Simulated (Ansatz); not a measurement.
## Calculated 75As NMR of the central transition for GaAs under strain

Cell: an entry of the Crystallography Open Database (COD), relaxed with PBE at fixed cell and then changed (z compressed by 3 %, ions relaxed).

```
Ga As
1.0
     0.00000    2.82685    2.74204
     2.82685    0.00000    2.74204
     2.82685    2.82685    0.00000
Ga As
1 1
Direct
  0.00000 0.00000 0.00000
  0.25000 0.25000 0.25000
```

Atom numbers follow the list; atoms alike are taken as one site, whose name carries the number of the first.

All values are calculated (Ansatz; DFT, PBE, plane waves and PAW, scalar-relativistic, 420 eV cutoff, Γ-centred 13×13×13 k-points, Fermi–Dirac smearing 0.02 eV), not measured.

75As has I = 3/2 and Q = 311.0 mb (Pyykkö 2018); at 7.05 T its Larmor frequency is ν₀ = 51.6 MHz. Only the quadrupole interaction is simulated: positions count from each site's isotropic chemical shift, and J coupling is left out, as are shift anisotropy and dipolar coupling, which fast spinning averages.

(1) Simulate the second-order pattern (fast magic-angle spinning, Gaussian broadening 1 kHz) of site As (4 Ga at 2.42 Å).

Answers

(1) The calculation gives C_Q = -5.63 MHz and η = 0.00, so ν_Q = 2.82 MHz and the centre of gravity lies at -298 ppm (-15.4 kHz).

```tsv
offset (kHz)	height
-39.80	0
-38.23	4
-36.66	6
-35.09	6
-33.52	6
-31.94	6
-30.37	7
-28.80	7
-27.23	7
-25.66	9
-24.09	81
-22.52	73
-20.95	53
-19.38	47
-17.81	44
-16.24	43
-14.67	43
-13.10	45
-11.53	48
-9.96	53
-8.39	64
-6.82	100
-5.25	87
-3.68	0
```

An axis of threefold or higher order runs through As, so V_zz lies along it and η is zero.

At this changed cell the PBE pressure is 6 GPa.
